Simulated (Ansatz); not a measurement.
# MoSe2: the cost of one run

Program: Ansatz 0.2.0. Level of theory: DFT PBEsol, frozen-core PAW and all-electron LAPW, scalar-relativistic unless said. These are calculated values, not measurements.

The COD entry's cell or inner coordinates are ideal or old and differ from later refinements, so a difference from it is no clean test against experiment.

## Step 1: Starting point

Symmetry: P6_3/mmc, No. 194, hexagonal system. The conventional cell has a = 3.288 Å, b = 3.288 Å, c = 12.900 Å, α = 90.00°, β = 90.00°, γ = 120.00°. Mo (site symmetry -6m2) has 6 Se at 2.49 Å as nearest neighbours. Se (site symmetry 3m) has 3 Mo at 2.49 Å as nearest neighbours.

As a file:

```cif
data_structure
_symmetry_space_group_name_H-M 'P 1'
_symmetry_Int_Tables_number 1
_cell_length_a 3.2880
_cell_length_b 3.2880
_cell_length_c 12.9000
_cell_angle_alpha 90.000
_cell_angle_beta 90.000
_cell_angle_gamma 120.000
_cell_volume 120.78
loop_
_atom_site_label
_atom_site_type_symbol
_atom_site_fract_x
_atom_site_fract_y
_atom_site_fract_z
_atom_site_occupancy
Mo1 Mo 0.33333 0.66667 0.25000 1
Mo2 Mo 0.66667 0.33333 0.75000 1
Se1 Se 0.33333 0.66667 0.62500 1
Se2 Se 0.66667 0.33333 0.12500 1
Se3 Se 0.33333 0.66667 0.87500 1
Se4 Se 0.66667 0.33333 0.37500 1
```

Cartesian axes are those of the input's lattice vectors. The structure goes back to a database entry.

## Step 2: Cell and atoms relaxed, PAW

The input, input.yaml:

```yaml
crystal:
  lattice:
    - [3.28799999998, 0.0, 0.0]
    - [-1.64399999999, 2.84749152763, 0.0]
    - [0.0, 0.0, 12.9]
  atoms:
    - { symbol: Mo, position: [0.333333333333, 0.666666666667, 0.25] }
    - { symbol: Mo, position: [0.666666666667, 0.333333333333, 0.75] }
    - { symbol: Se, position: [0.333333333333, 0.666666666667, 0.625] }
    - { symbol: Se, position: [0.666666666667, 0.333333333333, 0.125] }
    - { symbol: Se, position: [0.333333333333, 0.666666666667, 0.875] }
    - { symbol: Se, position: [0.666666666667, 0.333333333333, 0.375] }
kpoints:
  mp_grid: { grid: [12, 12, 4] }
scf:
  occupations: { method: fermi_dirac, width: 0.08 }
hamiltonian:
  xc: pbesol
  pseudopotentials: { kind: paw }
relax:
  f_tol: 0.002
  max_steps: 80
  cell: {}
output:
  forces: true
  stress: true
  write_density: true
  write_potential: true
  elf: true
  volumetric_format: npy
```

Started as:

```bash
> ansatz run input.yaml --threads 2 --pin off --max-ram 6144MiB --backend cpu --events-out ev --progress --plain --runs-dir out
```

**Question.** How long does this run take on 2 threads of Intel Xeon Platinum 8488C (Sapphire Rapids), shared host, and how much memory does it need?

About 42 s, with a peak of 0.68 GiB.
